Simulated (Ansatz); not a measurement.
**NbAs: single point with PBE**

Crystal: NbAs.

```xyz
4
Lattice="-1.7259 1.7259 5.8400 1.7259 -1.7259 5.8400 1.7259 1.7259 -5.8400" Properties=species:S:1:pos:R:3 pbc="T T T"
Nb    0.0000    1.7259    0.0000
Nb    0.0000    0.0000    8.7600
As    0.0000    1.7259    4.8589
As    0.0000    0.0000    1.9389
```

```
Program             : Ansatz 0.2.0
Task                : single point
Functional          : PBE
Potentials or basis : Ansatz PAW
Cutoff              : 420 eV (not typed: the program's choice for these potentials)
k mesh              : 11 × 11 × 11
Occupations         : gaussian, width 0.011 eV
Spin                : no spin polarisation
```

The pressure is 3.3 GPa and the largest force is 0.303 eV/Å. The band gap on the k mesh is 0.02 eV, indirect (least direct gap 0.06 eV).

Forces in eV/Å, atoms in the order of the input:
```
Nb   0.000  0.000 -0.303
Nb   0.000  0.000 -0.303
As   0.000  0.000  0.303
As   0.000  0.000  0.303
```

Stress tensor (GPa, compression positive):
```
3.08 0.00 0.00
0.00 3.08 0.00
0.00 0.00 3.67
```

Levels at points of the mesh, in eV from the valence-band top:
```tsv
k point	band 26	band 27	band 28	band 29	band 30	band 31
(0.00, 0.00, 0.00)	-1.68	-1.39	-1.39	0.72	1.29	2.40
```

Run time: 8.3 s on 2 threads of Intel(R) Xeon(R) 6975P-C (Granite Rapids), with other jobs on the host, peak memory 0.62 GiB.

Caveat: odd divisions of the mesh miss points on the zone boundary, where band edges often lie, so the gap on the mesh can be too wide. A k mesh can miss the band edges.
